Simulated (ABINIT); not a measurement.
# A GW chain in ABINIT: CdS (Hawleyite)

How does a plane-wave GW calculation on CdS (Hawleyite) run from the first input to the gap?

Program: ABINIT 10.8.3. Level of theory: PBE and many-body steps on it, plane waves. Results are calculated unless marked as measured.

**Experimental background.**

- Gap 2.42 eV: optical gap from inflexion point of photoacoustic spectrum, as-grown film; photoacoustic spectroscopy; film (as-grown chemical bath deposited film, about 0.25 um thick, deposited at 80 C) (“Study of the band--gap shift in CdS films: Influence of thermal annealing in different atmospheres”, 1995, arxiv:cond-mat/9501125).

## (1) The starting structure

Symmetry: F-43m, No. 216, cubic system. Conventional cell: a = 5.833 Å, b = 5.833 Å, c = 5.833 Å, α = 90.00°, β = 90.00°, γ = 90.00°. Nearest to Cd lie 4 S at 2.53 Å. Nearest to S lie 4 Cd at 2.53 Å. Farther neighbours and most contacts between anions are not listed.

The cell and positions come from the Crystallography Open Database and are kept as given unless a step says otherwise.

## (2) Ground state

This step: ABINIT 10.8.3; DFT, PBE, plane waves, norm-conserving pseudopotentials.

The ground-state density comes first.

Input file run.abi:

```
acell 3*1.0 Angstrom
rprim 
  -0.000000000000 2.916500000000 2.916500000000
  2.916500000000 -0.000000000000 2.916500000000
  2.916500000000 2.916500000000 -0.000000000000
ntypat 2
znucl 48 16
natom 2
typat 1 2
xred 
  0.000000000000 0.000000000000 0.000000000000
  0.250000000000 0.250000000000 0.250000000000
pp_dirpath "pseudos"
pseudos "Cd.upf, S.upf"
ecut 47
ngkpt 6 6 6
nshiftk 1
shiftk 0 0 0
kptopt 1
chksymbreak 0
nband 18
occopt 1
tolvrs 1e-10
nstep 60
prtwf 0
indata_prefix "in"
outdata_prefix "out"
tmpdata_prefix "tmp"
```

Launch:

```
$ OMP_NUM_THREADS=1 mpirun -n 8 abinit run.abi > log
```

Numbers of over 12 decimals in the logs are rounded to 6 here.

Log:

```text
.Version 10.8.3 of ABINIT. v10.8.2 released Aug 2026.

 Symmetries : space group F-4 3 m (#216); Bravais cF (face-center cubic)
================================================================================
 Values of the parameters that define the memory need of the present run
     intxc =       0    ionmov =       0      iscf =       7    lmnmax =       6
     lnmax =       6     mgfft =      50  mpssoang =       3    mqgrid =    3001
     natom =       2  nloc_mem =       1    nspden =       1   nspinor =       1
    nsppol =       1      nsym =      24    n1xccc =    2501    ntypat =       2
    occopt =       1   xclevel =       2
-    mband =          18        mffmem =           1         mkmem =           2
       mpw =        5188          nfft =      125000          nkpt =          16
================================================================================
  Rough estimation (10% accuracy) of disk space for files :
================================================================================

--------------------------------------------------------------------------------
------------- Echo of variables that govern the present computation ------------
--------------------------------------------------------------------------------
 -outvars: echo values of preprocessed input variables --------
            acell      1.8897261259E+00  1.8897261259E+00  1.8897261259E+00 Bohr

      chksymbreak           0
             ecut      4.70000000E+01 Hartree
-          fftalg         312

              ixc     -101130
              kpt      0.00000000E+00  0.00000000E+00  0.00000000E+00
                       1.66666667E-01  0.00000000E+00  0.00000000E+00
                       3.33333333E-01  0.00000000E+00  0.00000000E+00
                       5.00000000E-01  0.00000000E+00  0.00000000E+00
                       1.66666667E-01  1.66666667E-01  0.00000000E+00
                       3.33333333E-01  1.66666667E-01  0.00000000E+00
                       5.00000000E-01  1.66666667E-01  0.00000000E+00
                      -3.33333333E-01  1.66666667E-01  0.00000000E+00
                      -1.66666667E-01  1.66666667E-01  0.00000000E+00
   [... 5 further rows ...]
                      -3.33333333E-01  3.33333333E-01  1.66666667E-01
                      -3.33333333E-01  5.00000000E-01  1.66666667E-01
         kptrlatt        6    0    0      0    6    0      0    0    6
          kptrlen      4.67656631E+01
P           mkmem           2
            natom           2
            nband          18
            ngfft          50      50      50
             nkpt          16
            nstep          60
             nsym          24
           ntypat           2
              occ      2.000000  2.000000  2.000000  2.000000  2.000000  2.000000
                       2.000000  2.000000  2.000000  2.000000  2.000000  2.000000
                       2.000000  0.000000  0.000000  0.000000  0.000000  0.000000
            prtwf           0
            rprim     -0.0000000000E+00  2.9165000000E+00  2.9165000000E+00
[...]
spgroup         216

           tolvrs      1.00000000E-10

             xred      0.0000000000E+00  0.0000000000E+00  0.0000000000E+00
[...]
znucl       48.00000   16.00000

================================================================================

 chkinp: Checking input parameters for consistency.

================================================================================
== DATASET  1 ==================================================================
-   mpi_nproc: 8, omp_nthreads: 1 (-1 if OMP is not activated)

--- !DatasetInfo
iteration_state: {dtset: 1, }
dimensions: {natom: 2, nkpt: 16, mband: 18, nsppol: 1, nspinor: 1, nspden: 1, mpw: 5188, }
cutoff_energies: {ecut:  47.0, pawecutdg:  -1.0, }
electrons: {nelect:   2.60000000E+01, charge:   0.00000000E+00, occopt:   1.00000000E+00, tsmear:   1.00000000E-02, }

 Real(R)+Recip(G) space primitive vectors, cartesian coordinates (Bohr,Bohr^-1):
 R(1)=  0.0000000  5.5113862  5.5113862  G(1)= -0.0907213  0.0907213  0.0907213
 R(2)=  5.5113862  0.0000000  5.5113862  G(2)=  0.0907213 -0.0907213  0.0907213
 R(3)=  5.5113862  5.5113862  0.0000000  G(3)=  0.0907213  0.0907213 -0.0907213
 Unit cell volume ucvol=  3.3482088E+02 bohr^3
 Angles (23,13,12)=  6.00000000E+01  6.00000000E+01  6.00000000E+01 degrees

 getcut: wavevector=  0.0000  0.0000  0.0000  ngfft=  50  50  50
         ecut(hartree)=     47.000   => boxcut(ratio)=   2.07948

--- Pseudopotential description ------------------------------------------------
- Cd Generated using ONCVPSP code by D. R. Hamann
- 48.00000  20.00000  171031                  znucl, zion, pspdat
12 -101130 2 -1 1368                          pspcod,pspxc,lmax,lloc,mmax
     nproj     2     2     2
  pspatm : epsatm=   23.16453630
         --- l  ekb(1:nproj) -->
[...]
pspatm: atomic psp has been read  and splines computed

- S Generated using ONCVPSP code by D. R. Hamann
- 16.00000   6.00000  171031                  znucl, zion, pspdat
12 -101130 2 -1 1146                          pspcod,pspxc,lmax,lloc,mmax
     nproj     2     2     2
  pspatm : epsatm=    9.01821529
         --- l  ekb(1:nproj) -->
[...]
2   -3.547662   -0.986524
 pspatm: atomic psp has been read  and splines computed

   8.36751541E+02                                ecore*ucvol(ha*bohr**3)
--------------------------------------------------------------------------------

_setup2: Arith. and geom. avg. npw (full set) are    5151.458    5151.430

================================================================================

--- !BeginCycle
iteration_state: {dtset: 1, }
solver: {iscf: 7, nstep: 60, nline: 4, wfoptalg: 0, }
tolerances: {tolvrs: 1.00E-10, }

     iter   Etot(hartree)      deltaE(h)  residm     vres2
 ETOT  1  -184.58109602512    -1.846E+02 2.197E+00 4.390E+03
 ETOT  2  -185.65086711536    -1.070E+00 3.839E-02 6.972E+03
 ETOT  3  -186.34144421193    -6.906E-01 5.803E-03 7.723E+02
 ETOT  4  -186.39720509171    -5.576E-02 2.096E-03 2.072E+02
 ETOT  5  -186.41732805768    -2.012E-02 6.205E-04 2.343E+00
 ETOT  6  -186.41755963703    -2.316E-04 2.448E-04 2.511E-02
 ETOT  7  -186.41756130018    -1.663E-06 3.384E-05 9.705E-03
 ETOT  8  -186.41756155447    -2.543E-07 3.870E-05 7.709E-03
 ETOT  9  -186.41756237535    -8.209E-07 1.732E-05 2.003E-05
 ETOT 10  -186.41756237782    -2.475E-09 4.463E-05 2.764E-07
 ETOT 11  -186.41756237784    -2.044E-11 2.006E-05 1.060E-08
 ETOT 12  -186.41756237785    -4.945E-12 4.702E-05 7.445E-10
 ETOT 13  -186.41756237785     3.297E-12 2.139E-05 4.140E-11

 At SCF step   13       vres2   =  4.14E-11 < tolvrs=  1.00E-10 =>converged.

 Cartesian components of stress tensor (hartree/bohr^3)
  sigma(1 1)= -8.66891734E-05  sigma(3 2)=  0.00000000E+00
  sigma(2 2)= -8.66891734E-05  sigma(3 1)=  0.00000000E+00
  sigma(3 3)= -8.66891734E-05  sigma(2 1)=  0.00000000E+00

--- !ResultsGS
iteration_state: {dtset: 1, }
comment   : Summary of ground state results
lattice_vectors:
- [ -0.0000000,   5.5113862,   5.5113862, ]
- [  5.5113862,  -0.0000000,   5.5113862, ]
- [  5.5113862,   5.5113862,  -0.0000000, ]
lattice_lengths: [   7.79428,    7.79428,    7.79428, ]
lattice_angles: [ 60.000,  60.000,  60.000, ] # degrees, (23, 13, 12)
lattice_volume:   3.3482088E+02
convergence: {deltae:  3.297E-12, res2:  4.140E-11, residm:  2.139E-05, diffor: null, }
etotal    :  -1.86417562E+02
entropy   :   0.00000000E+00
fermie    :   1.60449132E-01
cartesian_stress_tensor: # hartree/bohr^3
- [ -8.66891734E-05,   0.00000000E+00,   0.00000000E+00, ]
- [  0.00000000E+00,  -8.66891734E-05,   0.00000000E+00, ]
- [  0.00000000E+00,   0.00000000E+00,  -8.66891734E-05, ]
pressure_GPa:   2.5505E+00
xred      :
- [  0.0000E+00,   0.0000E+00,   0.0000E+00, Cd]
- [  2.5000E-01,   2.5000E-01,   2.5000E-01,  S]
cartesian_forces: # hartree/bohr
- [ -0.00000000E+00,  -0.00000000E+00,  -0.00000000E+00, ]
- [ -0.00000000E+00,  -0.00000000E+00,  -0.00000000E+00, ]
force_length_stats: {min:   0.00000000E+00, max:   0.00000000E+00, mean:   0.00000000E+00, }

 Integrated electronic density in atomic spheres:
 ------------------------------------------------
 Atom  Sphere_radius  Integrated_density
    1        2.00000         17.17000095
    2        2.00000          3.93308081
================================================================================

 ----iterations are completed or convergence reached----

 Mean square residual over all n,k,spin=   83.764E-09; max=  21.389E-06
 reduced coordinates (array xred) for    2 atoms
       0.000000000000      0.000000000000      0.000000000000
       0.250000000000      0.250000000000      0.250000000000
 rms dE/dt=  0.0000E+00; max dE/dt=  0.0000E+00; dE/dt below (all hartree)
    1       0.000000000000      0.000000000000      0.000000000000
    2       0.000000000000      0.000000000000      0.000000000000

 cartesian coordinates (angstrom) at end:
    1      0.000000     0.000000     0.000000
    2      1.458250     1.458250     1.458250

 cartesian forces (hartree/bohr) at end:
    1     -0.000000    -0.000000    -0.000000
    2     -0.000000    -0.000000    -0.000000
 frms,max,avg= 0.0000000E+00 0.0000000E+00   0.000E+00  0.000E+00  0.000E+00 h/b

 cartesian forces (eV/Angstrom) at end:
    1     -0.000000    -0.000000    -0.000000
    2     -0.000000    -0.000000    -0.000000
 frms,max,avg= 0.0000000E+00 0.0000000E+00   0.000E+00  0.000E+00  0.000E+00 e/A
 length scales=  1.889726125908  1.889726125908  1.889726125908 bohr
              =  1.000000000000  1.000000000000  1.000000000000 angstroms
 prteigrs : about to open file out_EIG
 Fermi (or HOMO) energy (hartree) =   0.16045   Average Vxc (hartree)=  -0.34390
 Eigenvalues (hartree) for nkpt=  16  k points:
 kpt#   1, nband= 18, wtk=  0.00463, kpt=  0.0000  0.0000  0.0000 (reduced coord)
  -3.56438   -2.13350   -2.13350   -2.13350   -0.29393   -0.12336   -0.12336   -0.12336
  -0.10576   -0.10576    0.16045    0.16045    0.16045    0.20252    0.40047    0.40047
   0.40047    0.58082
 prteigrs : prtvol=0 or 1, do not print more k-points.

--- !EnergyTerms
iteration_state     : {dtset: 1, }
comment             : Components of total free energy in Hartree
kinetic             :  6.53961700220419E+01
hartree             :  6.51752441479161E+01
xc                  : -2.74241571192250E+01
Ewald energy        : -9.94062291781547E+01
psp_core            :  2.49910199437371E+00
local_psp           : -1.98406412410886E+02
non_local_psp       :  5.74872016608813E+00
total_energy        : -1.86417562377846E+02
total_energy_eV     : -5.07268029289781E+03
band_energy         : -2.10662569605590E+01

 Cartesian components of stress tensor (hartree/bohr^3)
  sigma(1 1)= -8.66891734E-05  sigma(3 2)=  0.00000000E+00
  sigma(2 2)= -8.66891734E-05  sigma(3 1)=  0.00000000E+00
  sigma(3 3)= -8.66891734E-05  sigma(2 1)=  0.00000000E+00

-Cartesian components of stress tensor (GPa)         [Pressure=  2.5505E+00 GPa]
- sigma(1 1)= -2.55048354E+00  sigma(3 2)=  0.00000000E+00
- sigma(2 2)= -2.55048354E+00  sigma(3 1)=  0.00000000E+00
- sigma(3 3)= -2.55048354E+00  sigma(2 1)=  0.00000000E+00

== END DATASET(S) ==============================================================
================================================================================

 -outvars: echo values of variables after computation  --------
           etotal     -1.8641756238E+02
            nband          18
             nkpt          16
          spgroup         216
 [... the other variables as echoed above ...]

 Calculation completed.
```

Wall time 11 s (8 MPI ranks of Arm Neoverse V2, shared host); peak memory 0.69 GiB; 87 s of CPU time.

This step gave:

| Item | Value |
| --- | --- |
| total energy | -5072.6803 eV |
| gap | 1.145 eV |
| k of the valence top | 0, 0, 0 |
| k of the conduction bottom | 0, 0, 0 |
| least direct gap | 1.145 eV |
| pressure | 2.550 GPa |

The gap is direct, at Γ.

The cutoff was set for levels, not for stress, so the pressure can be off by some GPa.

[end of part 1 of 3]

[Paths, hosts, dates, memory and timing lines, banners, echoed tables and standing remarks are left out of the program output.]

[Logs are printed without paths, hosts, clocks, repeated set-up lines and the standing remarks that a program may print on its own settings, such as how far it seeks lower states.]

[Runs of the session that timed out or met a known fault of the program may be left out.]

[Hosts, paths, dates, database ids (printed as entryN), source tags and the programs' standing remarks are cut or masked in the printed files.]

[G0W0 gaps are taken among the corrected bands and points alone; a level outside them can change the order at an edge.]

[Where Ansatz stands beside ABINIT at settings called matched, ABINIT's density can come from a denser mesh and the files from another edition; pairs whose starting gaps differed by over 0.03 eV were left out, so agreement reads better than it is.]
